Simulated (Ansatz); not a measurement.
**TiO2 (Anatase): equation of state with PBE**

Crystal: TiO2 (Anatase).

```xyz
6
Lattice="-1.8921 1.8921 4.7573 1.8921 -1.8921 4.7573 1.8921 1.8921 -4.7573" Properties=species:S:1:pos:R:3 pbc="T T T"
Ti    0.0000    1.8921    2.3786
Ti    0.0000    0.0000    0.0000
O     0.0000    0.0000    7.5346
O     0.0000    1.8921    0.3987
O     0.0000    1.8921    4.3586
O     0.0000    0.0000    1.9800
```

```yaml
Program: Ansatz 0.2.0
Task: equation of state
Functional: PBE
Potentials_or_basis: PseudoDojo stringent
Cutoff: 1252 eV
Density_cutoff: 5007 eV
k_mesh: 10 × 10 × 10
Occupations: fermi-dirac, width 0.05 eV
Spin: no spin polarisation
```

```
Equilibrium volume                        : 11.61 Å³/atom
Bulk modulus at fixed shape and positions : 207 GPa
Pressure derivative of the bulk modulus   : 4.2
```

Energy against volume, from the lowest point:
| volume (Å³/atom) | energy (meV/atom) |
| --- | --- |
| 10.673 | 56.64 |
| 10.900 | 31.35 |
| 11.127 | 13.98 |
| 11.354 | 3.77 |
| 11.581 | 0.00 |
| 11.808 | 2.05 |
| 12.035 | 9.36 |

All runs of the series together: 2.7 min on 2 threads of Intel(R) Xeon(R) 6975P-C (Granite Rapids), on a shared host.

Caveat: the cell was scaled at fixed shape and fractional positions, which overstates the stiffness of a crystal with free parameters, most of all of layers and chains.
